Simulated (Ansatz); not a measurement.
**Cu3Au**

```
Cu Au
1.0
     3.74000    0.00000    0.00000
     0.00000    3.74000    0.00000
     0.00000    0.00000    3.74000
Cu Au
3 1
Direct
  0.00000 0.50000 0.50000
  0.50000 0.00000 0.50000
  0.50000 0.50000 0.00000
  0.00000 0.00000 0.00000
```

Atoms are numbered in the order listed.

The cell is COD entry 9013496, as deposited and not checked against the literature; nothing was relaxed.

Spin–orbit coupling is left out, though it moves levels of the heavy atoms by tenths of an eV or more.

Methods: DFT, PBE, all-electron LAPW, scalar-relativistic (Ansatz 0.2.0); DFT, PBE, PAW with Ansatz's default frozen-core files, scalar-relativistic (Ansatz 0.2.0).

For LAPW: a Γ-centred 10×10×10 k mesh, Fermi–Dirac smearing of 0.08 eV, basis error target 1 meV/atom, no spin polarisation. PAW takes a cutoff of 420 eV at this cell. The Ansatz runs share mesh, smearing and spin set-up. Values come from LAPW unless marked.

```
Density of states at the Fermi level (0.2 eV bin) : 0.95 states/eV per cell
Bader charges (from the PAW run)                  : Cu1 +0.18, Au4 -0.53 e
Band gap                                          : none: bands cross the Fermi level, a metal
Volume per atom                                   : 13.08 Å³
```

Question: Predict this quantity. Pressure at this cell.

Answer: 4.94 GPa.

Question: Löwdin charges (with 0.66 e of the cell spilling out of the atomic basis, so their sizes and signs hang on that basis): what does the calculation give?

Answer: Cu1 0.18, Au4 0.12 e.
